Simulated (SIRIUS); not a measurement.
# Mg (P6_3/mmc) in SIRIUS: convergence with wave cutoff

Aim: find how far wave cutoff must go before the results for Mg settle, at PBEsol. This setting moves, with any that are tied to it; all else stays.

Everything below comes from runs of SIRIUS 7.10.0. Logs are shortened: lines on timing, memory, paths and dates and some standing lists are left out, and cuts for length are marked. The log counts tension as positive stress, the text compression.

### Step 1. The crystal as given

It takes space group P6_3/mmc (No. 194, hexagonal). The conventional cell has a = 3.209 Å, b = 3.209 Å, c = 5.210 Å, α = 90.00°, β = 90.00°, γ = 120.00°. Around Mg (site symmetry -6m2) lie 12 Mg at 3.20 to 3.21 Å.

### Step 2. With wave cutoff 139.3 eV

File sirius.json:

```json
{
  "control": {
    "processing_unit": "cpu",
    "verbosity": 2,
    "num_bands_to_print": 17,
    "print_forces": true,
    "print_stress": true
  },
  "parameters": {
    "electronic_structure_method": "pseudopotential",
    "xc_functionals": ["XC_GGA_X_PBE_SOL", "XC_GGA_C_PBE_SOL"],
    "gk_cutoff": 3.2,
    "pw_cutoff": 10.0,
    "ngridk": [10, 10, 5],
    "shiftk": [0, 0, 0],
    "smearing": "gaussian",
    "smearing_width": 0.0018374661,
    "num_bands": 17,
    "num_mag_dims": 0,
    "num_dft_iter": 100,
    "energy_tol": 1e-08,
    "density_tol": 1e-06
  },
  "iterative_solver": {
    "type": "davidson",
    "min_tolerance": 1e-10
  },
  "mixer": {
    "type": "anderson",
    "beta": 0.7,
    "max_history": 8
  },
  "settings": {
    "tol_ne": 1e-10
  },
  "unit_cell": {
    "lattice_vectors": [
      [1.0, 0.0, 0.0],
      [-0.5, 0.866025403795, 0.0],
      [0.0, 0.0, 1.623500451812]
    ],
    "lattice_vectors_scale": 6.0646980518,
    "atom_coordinate_units": "lattice",
    "atom_types": ["Mg"],
    "atom_files": {
      "Mg": "Mg.json"
    },
    "atoms": {
      "Mg": [
        [0.6666666667, 0.3333333333, 0.75],
        [0.3333333333, 0.6666666667, 0.25]
      ]
    }
  }
}
```

Potentials or basis: GBRV 1.5 PBEsol (ultrasoft).

Started as:

```bash
upf_to_json mg_pbesol_v1.4.uspp.F.UPF
OMP_NUM_THREADS=1 sirius.scf --input=sirius.json --output=out.json --task=0
```

Wall time 6 s (1 thread of Arm Neoverse V1, shared host); peak memory 0.13 GiB.

Results:

```yaml
Free_energy: -3084.1934 eV
Pressure: -2404.6 GPa
Band_gap_on_the_k_mesh: none (metal or under the smearing width)
```

### Step 3. With wave cutoff 200.6 eV

Edit sirius.json of step 2 so:

```diff
@@ -11,4 +11,4 @@
     "xc_functionals": ["XC_GGA_X_PBE_SOL", "XC_GGA_C_PBE_SOL"],
-    "gk_cutoff": 3.2,
-    "pw_cutoff": 10.0,
+    "gk_cutoff": 3.84,
+    "pw_cutoff": 12.0,
     "ngridk": [10, 10, 5],
@@ -37,7 +37,6 @@
     "lattice_vectors": [
-      [1.0, 0.0, 0.0],
-      [-0.5, 0.866025403795, 0.0],
-      [0.0, 0.0, 1.623500451812]
+      [6.064698051761, 0.0, 0.0],
+      [-3.032349025881, 5.252182579173, 0.0],
+      [0.0, 0.0, 9.846040027138]
     ],
-    "lattice_vectors_scale": 6.0646980518,
     "atom_coordinate_units": "lattice",
```

Potentials or basis: GBRV 1.5 PBEsol (ultrasoft).

Started as:

```bash
upf_to_json mg_pbesol_v1.4.uspp.F.UPF
OMP_NUM_THREADS=1 sirius.scf --input=sirius.json --output=out.json --task=0
```

Wall time 9 s (1 thread of Arm Neoverse V1, shared host); peak memory 0.16 GiB.

What came out:

```
Free energy            : -3331.7628 eV
Pressure               : -822.7 GPa
Band gap on the k mesh : none (metal or under the smearing width)
```

### Step 4. With wave cutoff 273.1 eV

Edit sirius.json of step 3 so:

```diff
@@ -11,4 +11,4 @@
     "xc_functionals": ["XC_GGA_X_PBE_SOL", "XC_GGA_C_PBE_SOL"],
-    "gk_cutoff": 3.84,
-    "pw_cutoff": 12.0,
+    "gk_cutoff": 4.48,
+    "pw_cutoff": 14.0,
     "ngridk": [10, 10, 5],
```

Started as:

```bash
upf_to_json mg_pbesol_v1.4.uspp.F.UPF
OMP_NUM_THREADS=1 sirius.scf --input=sirius.json --output=out.json --task=0
```

Wall time 9.2 s (1 thread of Arm Neoverse V1, shared host); peak memory 0.19 GiB.

What came out:

```
Free energy            : -3392.3651 eV
Pressure               : -194.0 GPa
Band gap on the k mesh : none (metal or under the smearing width)
```

### Step 5. With wave cutoff 356.7 eV

Edit sirius.json of step 4 so:

```diff
@@ -11,4 +11,4 @@
     "xc_functionals": ["XC_GGA_X_PBE_SOL", "XC_GGA_C_PBE_SOL"],
-    "gk_cutoff": 4.48,
-    "pw_cutoff": 14.0,
+    "gk_cutoff": 5.12,
+    "pw_cutoff": 16.0,
     "ngridk": [10, 10, 5],
```

Started as:

```bash
upf_to_json mg_pbesol_v1.4.uspp.F.UPF
OMP_NUM_THREADS=1 sirius.scf --input=sirius.json --output=out.json --task=0
```

Wall time 15 s (1 thread of Arm Neoverse V1, shared host); peak memory 0.24 GiB.

Results:

```yaml
Free_energy: -3403.2731 eV
Pressure: -32.1 GPa
Band_gap_on_the_k_mesh: none (metal or under the smearing width)
```

### Step 6. With wave cutoff 451.4 eV

Edit sirius.json of step 5 so:

```diff
@@ -11,4 +11,4 @@
     "xc_functionals": ["XC_GGA_X_PBE_SOL", "XC_GGA_C_PBE_SOL"],
-    "gk_cutoff": 5.12,
-    "pw_cutoff": 16.0,
+    "gk_cutoff": 5.76,
+    "pw_cutoff": 18.0,
     "ngridk": [10, 10, 5],
@@ -37,6 +37,7 @@
     "lattice_vectors": [
-      [6.064698051761, 0.0, 0.0],
-      [-3.032349025881, 5.252182579173, 0.0],
-      [0.0, 0.0, 9.846040027138]
+      [1.0, 0.0, 0.0],
+      [-0.5, 0.866025403795, 0.0],
+      [0.0, 0.0, 1.623500451812]
     ],
+    "lattice_vectors_scale": 6.0646980518,
     "atom_coordinate_units": "lattice",
```

Potentials or basis: GBRV 1.5 PBEsol (ultrasoft).

Started as:

```bash
upf_to_json mg_pbesol_v1.4.uspp.F.UPF
OMP_NUM_THREADS=1 sirius.scf --input=sirius.json --output=out.json --task=0
```

Wall time 21 s (1 thread of Arm Neoverse V1, shared host); peak memory 0.3 GiB.

It converged, with:

- Free energy: -3404.5182 eV
- Pressure: -3.3 GPa
- Band gap on the k mesh: none (metal or under the smearing width)

### Step 7. With wave cutoff 557.3 eV

Edit sirius.json of step 6 so:

```diff
@@ -11,4 +11,4 @@
     "xc_functionals": ["XC_GGA_X_PBE_SOL", "XC_GGA_C_PBE_SOL"],
-    "gk_cutoff": 5.76,
-    "pw_cutoff": 18.0,
+    "gk_cutoff": 6.4,
+    "pw_cutoff": 20.0,
     "ngridk": [10, 10, 5],
```

Started as:

```bash
upf_to_json mg_pbesol_v1.4.uspp.F.UPF
OMP_NUM_THREADS=1 sirius.scf --input=sirius.json --output=out.json --task=0
```

It took 31 s on 1 thread of Arm Neoverse V1, shared host; peak memory 0.37 GiB.

Results (log left out):

```
Free energy            : -3404.5633 eV
Pressure               : -1.1 GPa
Band gap on the k mesh : none (metal or under the smearing width)
```

### Step 8. With wave cutoff 737 eV

Edit sirius.json of step 7 so:

```diff
@@ -11,4 +11,4 @@
     "xc_functionals": ["XC_GGA_X_PBE_SOL", "XC_GGA_C_PBE_SOL"],
-    "gk_cutoff": 6.4,
-    "pw_cutoff": 20.0,
+    "gk_cutoff": 7.36,
+    "pw_cutoff": 23.0,
     "ngridk": [10, 10, 5],
```

Started as:

```bash
upf_to_json mg_pbesol_v1.4.uspp.F.UPF
OMP_NUM_THREADS=1 sirius.scf --input=sirius.json --output=out.json --task=0
```

Wall time 36 s (1 thread of Arm Neoverse V1, shared host); peak memory 0.5 GiB.

The run converged. Its results:

- Free energy: -3404.5708 eV
- Pressure: -1.1 GPa
- Band gap on the k mesh: none (metal or under the smearing width)

### Step 9. With wave cutoff 941.8 eV

Edit sirius.json of step 8 so:

```diff
@@ -11,4 +11,4 @@
     "xc_functionals": ["XC_GGA_X_PBE_SOL", "XC_GGA_C_PBE_SOL"],
-    "gk_cutoff": 7.36,
-    "pw_cutoff": 23.0,
+    "gk_cutoff": 8.32,
+    "pw_cutoff": 26.0,
     "ngridk": [10, 10, 5],
```

Potentials or basis: GBRV 1.5 PBEsol (ultrasoft).

Started as:

```bash
upf_to_json mg_pbesol_v1.4.uspp.F.UPF
OMP_NUM_THREADS=1 sirius.scf --input=sirius.json --output=out.json --task=0
```

The program printed:

```text
[info] SIRIUS version : 7.10.0
[info] number of MPI ranks           : 1
[info] MPI grid                      : 1 1
[info] maximum number of OMP threads : 1
[fft] FFT context for density and potential
[fft] =====================================
[fft]   comm size                             : 1
[fft]   plane wave cutoff                     : 26
[fft]   grid size                             : 54 54 90   total : 262440
[fft]   grid limits                           : -26 27   -26 27   -44 45
[fft]   number of G-vectors within the cutoff : 46496
[fft]   local number of G-vectors             : 46496
[fft]   number of G-shells                    : 4520
[fft] FFT context for coarse grid
[fft] =====================================
[fft]   comm size                             : 1
[fft]   plane wave cutoff                     : 16.64
[fft]   grid size                             : 36 36 60   total : 77760
[fft]   grid limits                           : -17 18   -17 18   -29 30
[fft]   number of G-vectors within the cutoff : 12180
[fft]   local number of G-vectors             : 12180
[fft]   number of G-shells                    : 1285
[unit cell] lattice vectors
[unit cell]   a1 :       6.0646980518      0.0000000000      0.0000000000
[unit cell]   a2 :      -3.0323490259      5.2521825792      0.0000000000
[unit cell]   a3 :       0.0000000000      0.0000000000      9.8460400272
[unit cell] reciprocal lattice vectors
[unit cell]   b1 :       1.0360260731      0.5981499322     -0.0000000000
[unit cell]   b2 :       0.0000000000      1.1962998644      0.0000000000
[unit cell]   b3 :       0.0000000000     -0.0000000000      0.6381433845
[unit cell] unit cell volume :       313.62494272 [a.u.^3]
[unit cell] 1/sqrt(omega)    :         0.05646700
[unit cell] MT volume        :         0.00000000 ( 0.00%)
[unit cell] IT volume        :       313.62494272 (100.00%)
[unit cell] number of atom types : 1
[unit cell] type id : 0 symbol : Mg mt_radius : 150.670201 num_atoms : 2
[unit cell] total number of atoms : 2
[unit cell] number of symmetry classes : 1
[unit cell] number of PAW atoms : 0
[unit cell] atom id  type id  class id             position                      vector_field
[unit cell] ------------------------------------------------------------------------------------------
[unit cell]      0        0        0      0.66667   0.33333   0.75000      0.00000   0.00000   0.00000
[unit cell]      1        0        0      0.33333   0.66667   0.25000      0.00000   0.00000   0.00000
[unit cell] atom id         position (Cartesian, a.u.)
[unit cell] ---------------------------------------------
[unit cell]      0       3.032349    1.750728    7.384530
[unit cell]      1      -0.000000    3.501455    2.461510
[unit cell] class id : 0 atom id : 0 1
[unit cell] minimum bond length:     6.041218
[unit cell] total number of pseudo wave-functions: 10
[sym] space group number   : 194
[sym] international symbol : P6_3/mmc
[sym] Hall symbol          : -P 6c 2c
[sym] space group transformation matrix :
[sym]   1.0000  0.0000  0.0000
[sym]   0.0000  1.0000  0.0000
[sym]   0.0000  0.0000  1.0000
[sym] space group origin shift :
[sym]   0.0000  0.0000  0.0000
[sym] number of space group operations  : 24
[sym] number of magnetic group operations : 24
[sym] metric tensor error: 6.7282e-10
[sym] rotation matrix error: 2.1123e-11
[sym] symmetry operations
[... list of symmetry operations ...]
[atom type] label          : Mg
[... 288 lines left out ...]
[diagonalize] ik:   38   -2.588594   -2.588577   -1.374688   -1.374624   -1.374224   -1.374203   -1.374067   -1.373969    0.057932    0.097110    0.322843    0.325792    0.361709    0.374485    0.426447    0.524739    0.664321
[diagonalize] ik:   39   -2.588577   -2.588567   -1.374768   -1.374728   -1.374344   -1.374273   -1.374063   -1.373979    0.105991    0.144067    0.242854    0.276163    0.316868    0.350163    0.461974    0.565367    0.588728
[diagonalize] ik:   40   -2.588570   -2.588564   -1.374804   -1.374757   -1.374396   -1.374307   -1.374047   -1.373989    0.164175    0.164921    0.209265    0.209618    0.307726    0.343621    0.513483    0.521869    0.617388
[diagonalize] ik:   41   -2.588567   -2.588563   -1.374720   -1.374712   -1.374496   -1.374407   -1.374027   -1.373993    0.159329    0.192015    0.223806    0.235167    0.272679    0.278844    0.511370    0.572001    0.575727
[find] Charges and magnetic moments
[find] --------------------------------------------------------------------------------
[find] total charge          : 20.000000
[find] Energy
[find] --------------------------------------------------------------------------------
[find] valence_eval_sum               :     -26.47001571
[find] <rho|V^{XC}>                   :     -21.69055353
[find] <rho|E^{XC}>                   :     -16.58686898
[find] <mag|B^{XC}>                   :       0.00000000
[find] <rho|V^{H}>                    :     100.38234015
[find] one-electron contribution      :    -105.16180233 (Ha),    -210.32360467 (Ry)
[find] hartree contribution           :      50.19117007
[find] xc contribution                :     -16.58686898
[find] ewald contribution             :     -53.55816161
[find] PAW contribution               :       0.00000000
[find] smearing (-TS)                 :      -0.00010406
[find] SCF correction                 :       0.00000003
[find] Total energy                   :    -125.11566282 (Ha),    -250.23132563 (Ry)
[find] Free energy (E-TS)             :    -125.11576687 (Ha),    -250.23153375 (Ry)
[find] band gap (eV)                  :       0.00000000
[find] Efermi                         :       0.19395415
[find] iteration : 14, RMS : 1.027199855949e-09, energy difference : 3.919353730453e-11
[find] Hartree energy of density residual : 7.486494693031e-18
[find] bands are converged : true
[find] iterative solver converged : true
[find] converged after 15 SCF iterations!
[find] Charges and magnetic moments
[find] --------------------------------------------------------------------------------
[find] total charge          : 20.000000
[find] Energy
[find] --------------------------------------------------------------------------------
[find] valence_eval_sum               :     -26.47001571
[find] <rho|V^{XC}>                   :     -21.69055353
[find] <rho|E^{XC}>                   :     -16.58686898
[find] <mag|B^{XC}>                   :       0.00000000
[find] <rho|V^{H}>                    :     100.38234015
[find] one-electron contribution      :    -105.16180233 (Ha),    -210.32360467 (Ry)
[find] hartree contribution           :      50.19117007
[find] xc contribution                :     -16.58686898
[find] ewald contribution             :     -53.55816161
[find] PAW contribution               :       0.00000000
[find] smearing (-TS)                 :      -0.00010406
[find] SCF correction                 :       0.00000003
[find] Total energy                   :    -125.11566282 (Ha),    -250.23132563 (Ry)
[find] Free energy (E-TS)             :    -125.11576687 (Ha),    -250.23153375 (Ry)
[find] band gap (eV)                  :       0.00000000
[find] Efermi                         :       0.19395415
[ground_state] === stress tensor components [kbar] ===
[ground_state] === stress_kin ===
[ground_state] -9957.236957   -0.000000    0.000000
[ground_state]    -0.000000-9957.236957    0.000000
[ground_state]     0.000000    0.000000-9967.983686
[ground_state] === stress_har ===
[ground_state] -15653.134817   -0.000000   -0.000000
[ground_state]    -0.000000-15653.134817    0.000000
[ground_state]    -0.000000    0.000000-15777.836599
[ground_state] === stress_ewald ===
[ground_state] 16799.663693    0.000000   -0.000000
[ground_state]     0.00000016799.663692    0.000000
[ground_state]    -0.000000    0.00000016643.338148
[ground_state] === stress_vloc ===
[ground_state]  8062.081817    0.000000   -0.000000
[ground_state]     0.000000 8062.081817   -0.000000
[ground_state]    -0.000000   -0.000000 8347.152591
[ground_state] === stress_xc ===
[ground_state]  4961.186289    0.000000    0.000000
[ground_state]     0.000000 4961.186289   -0.000000
[ground_state]     0.000000   -0.000000 4961.166381
[ground_state] === stress_nonloc ===
[ground_state]  2660.809128    0.000000    0.000000
[ground_state]     0.000000 2660.809128    0.000000
[ground_state]     0.000000    0.000000 2659.120099
[ground_state] === stress_us ===
[ground_state] -6858.512129   -0.000000   -0.000000
[ground_state]    -0.000000-6858.512128   -0.000000
[ground_state]    -0.000000   -0.000000-6859.564615
[ground_state] === stress_us_nl ===
[ground_state] -4197.703001   -0.000000    0.000000
[ground_state]    -0.000000-4197.703001    0.000000
[ground_state]     0.000000    0.000000-4200.444517
[ground_state] === stress_total ===
[ground_state]    14.857024   -0.000000    0.000000
[ground_state]    -0.000000   14.857024    0.000000
[ground_state]     0.000000    0.000000    5.392318
[ground_state] ==== total Forces in Ha/bohr =====
[ground_state] atom:    0, force:      -0.0000000     -0.0000000      0.0000000
[ground_state] atom:    1, force:       0.0000000      0.0000000     -0.0000000
[ground_state] ==== ultrasoft contribution from Qij =====
[ground_state] atom:    0, force:       0.0000000      0.0000000      0.0000000
[ground_state] atom:    1, force:       0.0000000     -0.0000000      0.0000000
[ground_state] ==== non-local contribution from Beta-projector =====
[ground_state] atom:    0, force:       0.0000000     -0.0000000      0.0000000
[ground_state] atom:    1, force:       0.0000000      0.0000000     -0.0000000
[ground_state] ==== contribution from local potential =====
[ground_state] atom:    0, force:      -0.0000000      0.0000000      0.0000000
[ground_state] atom:    1, force:       0.0000000     -0.0000000      0.0000000
[ground_state] ==== contribution from core density =====
[ground_state] atom:    0, force:       0.0000000      0.0000000      0.0000000
[ground_state] atom:    1, force:       0.0000000      0.0000000      0.0000000
[ground_state] ==== Ewald forces from ions =====
[ground_state] atom:    0, force:      -0.0000000      0.0000000     -0.0000000
[ground_state] atom:    1, force:       0.0000000     -0.0000000      0.0000000
[~DFT_ground_state] local op. applied: 22273
[~DFT_ground_state] evp. work count: 4975.7
[~DFT_ground_state] number of iterative solver steps: 1749
```

Wall time 66 s (1 thread of Arm Neoverse V1, shared host); peak memory 0.69 GiB.

What came out:

* Free energy: -3404.5735 eV
* Pressure: -1.2 GPa
* Band gap on the k mesh: none (metal or under the smearing width)

### Step 10. The series at a glance

| wave cutoff | energy less the tightest run, at zero smearing (meV/atom) | pressure (GPa) | SCF cycles | CPU time (s) | peak memory (GiB) |
| --- | --- | --- | --- | --- | --- |
| 139.3 eV | 160189.79 | -2404.64 | 13 | 6 | 0.13 |
| 200.6 eV | 36405.49 | -822.65 | 14 | 9 | 0.16 |
| 273.1 eV | 6104.18 | -194.03 | 12 | 9.2 | 0.19 |
| 356.7 eV | 650.17 | -32.11 | 13 | 15 | 0.24 |
| 451.4 eV | 27.61 | -3.25 | 14 | 21 | 0.3 |
| 557.3 eV | 5.10 | -1.11 | 15 | 31 | 0.37 |
| 737 eV | 1.31 | -1.12 | 15 | 36 | 0.5 |
| 941.8 eV | 0.00 | -1.17 | 15 | 66 | 0.69 |

Against the tightest run, the pressure stays within 0.1 GPa from 557.3 eV on. Not settled before the last step: the energy (to 1 meV/atom). The tightest run that finished is the yardstick and may itself not be fully converged.
